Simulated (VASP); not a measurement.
Cd, 1 atom in the cell. The structure is trigonal, space group R-3m (No. 166). Conventional cell: a = 3.216 Å, b = 3.216 Å, c = 7.348 Å, α = 90.00°, β = 90.00°, γ = 120.00°. Around Cd (site symmetry -3m) lie 12 Cd at 3.07 to 3.22 Å. This isn't the form of Cd at room conditions, which is hcp.

- Program: VASP 6.6.1
- Task: single point
- Functional: LDA
- Potentials or basis: VASP PAW LDA potentials, release 54 (Cd)
- Cutoff: 520 eV
- k mesh: 10 × 10 × 10
- Occupations: gaussian, width 0.1 eV
- Spin: no spin polarisation
- Further INCAR settings: ALGO = Normal; EDIFF = 1e-06

Potentials or basis: VASP PAW LDA potentials, release 54 (Cd).

Run with:

```sh
$ cat potpaw_LDA.54/Cd/POTCAR > POTCAR
$ mpirun -np 1 vasp_std > vasp.out
```

Hardware: 1 thread of AMD EPYC 9R45 (Zen 5), on a shared host.

Problem. How long does it take, and how much memory?

Solution. Run time: 10 s on 1 thread of AMD EPYC 9R45 (Zen 5), on a shared host, peak memory 0.11 GiB. Counts: scf iterations 11, k points 116.
